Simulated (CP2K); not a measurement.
The system is Ru.

```
CELL_PARAMETERS angstrom
2.70580 0.00000 0.00000
-1.35290 2.34329 0.00000
0.00000 0.00000 4.28190
ATOMIC_POSITIONS crystal
Ru 0.66667 0.33333 0.75000
Ru 0.33333 0.66667 0.25000
```

Base run:

```yaml
Program: CP2K 2026.2
Functional: PBEsol
Potentials_or_basis: POTENTIAL_UZH Ru GTH-PBE-q16; TZVP-MOLOPT-PBE-GTH basis
Density_cutoff: 6123 eV
k_mesh: 11 × 11 × 6
Occupations: fermi-dirac, width 0.05 eV
Spin: no spin polarisation
```

Its results: band gap on the k mesh none (metal or under the smearing width); pressure -2.8 GPa.

Problem. After a change of settings the same cell gave: band gap on the k mesh none (metal or under the smearing width); pressure 7.4 GPa. Which change was it?
A. functional from PBEsol to PBE
B. occupations from fermi-dirac, width 0.05 eV to fermi-dirac, width 0.01 eV; potential files from those of the base run to others of the same set
C. eps_default from 1.0E-9 to 1.0E-10; potential files from those of the base run to others of the same set

Solution. A.

PBE binds less tightly than PBEsol, so the same cell stands under more pressure.

Caveats: the basis of atomic orbitals isn't converged, which shifts pressures, moduli and gaps; the potentials were made for another functional, which shifts forces and pressure (some runs).

Not every run made on this cell is shown here.
